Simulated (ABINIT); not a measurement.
Crystal: Sb.

```
Sb
1.0
     3.12240    0.00000    0.00000
     0.00000    4.34752    0.00000
    -0.03891    0.00000    4.40585
Sb
2
Direct
  0.01139 0.25000 0.24117
  0.98861 0.75000 0.75883
```

This isn't the form of Sb at room conditions, which is rhombohedral.

* Program: ABINIT 10.8.3 (patched build)
* Task: relaxation of cell and atoms
* Functional: LDA
* Potentials or basis: JTH PAW LDA v2.0
* Cutoff: 435 eV
* k mesh: 8 × 5 × 5
* Occupations: fermi-dirac, width 0.05 eV
* Spin: no spin polarisation

At the start: pressure -3.5 GPa; volume 29.90 Å³/atom.

Q: Where does the relaxation end?

A: Over 11 steps the energy falls by 23.2 meV/atom and the volume is 28.09 Å³/atom (-6.1 %); space group Pm-3m (No. 221, to 0.05 Å).

The path:
```
step  energy change (eV)  largest force (eV/Å)  pressure (GPa)  volume (Å³)
   1              0.0000                0.0492           -3.53        59.81
   2             -0.0136                0.0451           -2.98        59.16
   3             -0.0426                0.0901            0.44        55.93
   4             -0.0432                0.0797            0.00        56.29
   5             -0.0434                0.0761           -0.03        56.31
   6             -0.0451                0.0382           -0.16        56.35
   7             -0.0455                0.0279           -0.09        56.27
   8             -0.0458                0.0203           -0.02        56.20
   9             -0.0460                0.0130            0.03        56.16
  10             -0.0463                0.0068            0.03        56.16
  11             -0.0464                0.0062            0.00        56.19
```

Final structure:
```yaml
crystal:
  lattice:
    - [3.03663, 0.00000, 0.01598]
    - [0.00000, 4.30482, 0.00000]
    - [-0.01530, 0.00000, 4.29803]
  atoms:
    - { symbol: Sb, position: [0.00091, 0.25000, 0.25199] }
    - { symbol: Sb, position: [0.99909, 0.75000, 0.74801] }
```
